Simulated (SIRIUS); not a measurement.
Here is a SIRIUS 7.12.0 calculation.

Contents of sirius.json:

```json
{
  "control": {
    "processing_unit": "cpu",
    "std_evp_solver_name": "lapack",
    "gen_evp_solver_name": "lapack",
    "verbosity": 2,
    "print_forces": true,
    "ortho_rf": true,
    "use_second_variation": true,
    "rmt_max": 3.0,
    "num_bands_to_print": 11,
    "save_wf": true
  },
  "parameters": {
    "electronic_structure_method": "full_potential_lapwlo",
    "xc_functionals": ["XC_GGA_X_PBE_SOL", "XC_GGA_C_PBE_SOL"],
    "core_relativity": "dirac",
    "valence_relativity": "iora",
    "num_fv_states": 11,
    "smearing": "fermi_dirac",
    "smearing_width": 0.0018374661,
    "pw_cutoff": 26,
    "gk_cutoff": 4.93,
    "lmax_apw": 10,
    "lmax_rho": 8,
    "lmax_pot": 8,
    "num_mag_dims": 0,
    "auto_rmt": 0,
    "ngridk": [13, 13, 13],
    "shiftk": [0, 0, 0],
    "num_dft_iter": 80,
    "energy_tol": 1e-07,
    "density_tol": 1e-05,
    "use_symmetry": true
  },
  "settings": {"tol_ne": 1e-10},
  "iterative_solver": {"type": "exact"},
  "mixer": {"type": "anderson", "beta": 0.5, "max_history": 8},
  "unit_cell": {
    "lattice_vectors": [[0.0, 3.3700808789, 3.3700808789], [3.3700808789, 0.0, 3.3700808789], [3.3700808789, 3.3700808789, 0.0]],
    "atom_types": ["C"],
    "atom_files": {"C": "C.json"},
    "atoms": {"C": [[0.747776, 0.753063, 0.754163], [0.489281, 0.498603, 0.493599]]}
  }
}
```

File C.json:

```json
{
  "name": "carbon",
  "symbol": "C",
  "number": 6,
  "mass": 12.0107,
  "rmin": 1e-06,
  "rmt": 1.38,
  "nrmt": 800,
  "rinf": 14.98,
  "core": "1s",
  "valence": [
    {"basis": [{"enu": 0.27, "dme": 0, "n": 0, "auto": 0}, {"enu": 0.27, "dme": 1, "n": 0, "auto": 0}]},
    {"l": 0, "n": 1, "basis": [{"enu": 0.269, "dme": 0, "n": 0, "auto": 0}]},
    {"l": 1, "n": 2, "basis": [{"enu": 0.37, "dme": 0, "n": 0, "auto": 0}]},
    {"l": 2, "n": 3, "basis": [{"enu": 0.37, "dme": 0, "n": 0, "auto": 0}]},
    {"l": 3, "n": 4, "basis": [{"enu": 0.37, "dme": 0, "n": 0, "auto": 0}]}
  ],
  "lo": [
    {"l": 0, "basis": [{"enu": 0.269, "dme": 0, "n": 0, "auto": 0}, {"enu": 0.269, "dme": 1, "n": 0, "auto": 0}]},
    {"l": 0, "basis": [{"enu": 0.269, "dme": 1, "n": 0, "auto": 0}, {"enu": 0.269, "dme": 2, "n": 0, "auto": 0}]},
    {
      "l": 0,
      "basis": [{"enu": 0.269, "dme": 0, "n": 0, "auto": 0}, {"enu": 6.5702, "dme": 0, "n": 0, "auto": 0}]
    },
    {"l": 1, "basis": [{"enu": 0.37, "dme": 0, "n": 0, "auto": 0}, {"enu": 0.37, "dme": 1, "n": 0, "auto": 0}]},
    {"l": 1, "basis": [{"enu": 0.37, "dme": 1, "n": 0, "auto": 0}, {"enu": 0.37, "dme": 2, "n": 0, "auto": 0}]},
    {"l": 1, "basis": [{"enu": 0.37, "dme": 0, "n": 0, "auto": 0}, {"enu": 7.6164, "dme": 0, "n": 0, "auto": 0}]},
    {"l": 2, "basis": [{"enu": 0.37, "dme": 0, "n": 0, "auto": 0}, {"enu": 0.37, "dme": 1, "n": 0, "auto": 0}]},
    {"l": 2, "basis": [{"enu": 0.37, "dme": 1, "n": 0, "auto": 0}, {"enu": 0.37, "dme": 2, "n": 0, "auto": 0}]},
    {"l": 2, "basis": [{"enu": 0.37, "dme": 0, "n": 0, "auto": 0}, {"enu": 8.5616, "dme": 0, "n": 0, "auto": 0}]},
    {"l": 3, "basis": [{"enu": 0.37, "dme": 0, "n": 0, "auto": 0}, {"enu": 0.37, "dme": 1, "n": 0, "auto": 0}]}
  ],
  "free_atom": [... radial grid and density of the free atom, the start of the SCF ...]
}
```

sirius_start.json

```json
{
  "control": {
    "processing_unit": "cpu",
    "std_evp_solver_name": "lapack",
    "gen_evp_solver_name": "lapack",
    "verbosity": 1,
    "print_forces": false,
    "ortho_rf": true,
    "use_second_variation": true,
    "rmt_max": 3.0,
    "num_bands_to_print": 11,
    "save_wf": false
  },
  "parameters": {
    "electronic_structure_method": "full_potential_lapwlo",
    "xc_functionals": ["XC_LDA_X", "XC_LDA_C_PW"],
    "core_relativity": "dirac",
    "valence_relativity": "iora",
    "num_fv_states": 11,
    "smearing": "fermi_dirac",
    "smearing_width": 0.0055123983,
    "pw_cutoff": 26,
    "gk_cutoff": 3.94,
    "lmax_apw": 10,
    "lmax_rho": 8,
    "lmax_pot": 8,
    "num_mag_dims": 0,
    "auto_rmt": 0,
    "ngridk": [5, 5, 5],
    "shiftk": [0, 0, 0],
    "num_dft_iter": 30,
    "energy_tol": 0.01,
    "density_tol": 0.05,
    "use_symmetry": true
  },
  "settings": {"tol_ne": 1e-10},
  "iterative_solver": {"type": "exact"},
  "mixer": {"type": "anderson", "beta": 0.5, "max_history": 8},
  "unit_cell": {
    "lattice_vectors": [[0.0, 3.3700808789, 3.3700808789], [3.3700808789, 0.0, 3.3700808789], [3.3700808789, 3.3700808789, 0.0]],
    "atom_types": ["C"],
    "atom_files": {"C": "C.json"},
    "atoms": {"C": [[0.747776, 0.753063, 0.754163], [0.489281, 0.498603, 0.493599]]}
  }
}
```

Potentials or basis: all-electron FP-LAPW, apw+lo standard.

The run is started by

```sh
$ OMP_NUM_THREADS=1 sirius.scf --input=sirius_start.json --output=start.json
$ OMP_NUM_THREADS=1 sirius.scf --input=sirius.json --output=output.json --task=1
```

(1) Predict the largest force.

(2) Estimate the band gap on the k mesh.

Answers

(1) 1.652 eV/Å.

(2) 3.11 eV, indirect (least direct gap 3.94 eV).

Caveat: an odd mesh through Γ misses points on the zone boundary, where band edges often lie.
